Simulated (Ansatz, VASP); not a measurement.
BN: VASP beside Ansatz

```xyz
4
Lattice="2.5043 0.0000 0.0000 -1.2522 2.1688 0.0000 0.0000 0.0000 7.0191" Properties=species:S:1:pos:R:3 pbc="T T T"
B     0.2121    1.6580    1.7548
B     1.2522    0.7229    5.2643
N     0.0000    1.4459    5.2643
N     1.2522    0.7229    1.7548
```

Alike in both runs: task single point; functional PBEsol; k mesh 12 × 12 × 4; occupations gaussian, width 0.05 eV; no spin polarisation.

```csv
,VASP,Ansatz
version,VASP 6.6.1,Ansatz 0.2.0
potentials or method,"VASP PAW PBE potentials, release 64 (B, N)","scalar-relativistic, plane waves, PAW"
plane-wave cutoff (eV),520,420
valence electrons in the cell,16,16
```

|  | VASP | Ansatz | Ansatz less VASP |
| --- | --- | --- | --- |
| gap on the k mesh at the Fermi level (eV) | 1.90 | 1.92 | +0.014 |
| least direct gap on the mesh (eV) | 3.04 | 3.05 | +0.007 |
| pressure (GPa) | 13.0 | 12.8 | -0.15 |
| largest component of the traceless stress (GPa) | 20.93 | 20.69 | -0.241 |
| rms of the force components (eV/Å) | 3.902 | 3.897 | -0.0053 |

Atom by atom the forces differ by 0.011 eV/Å (rms over components). With one functional, cell and mesh, what is left measures potentials, basis and numerics.

Caveats: the PAW data sets were made with another functional, which shifts forces and pressure a little (VASP); this functional lacks dispersion, which binds the layers, so the pressure and a relaxed spacing across them are unreliable. A k mesh can miss the band edges.
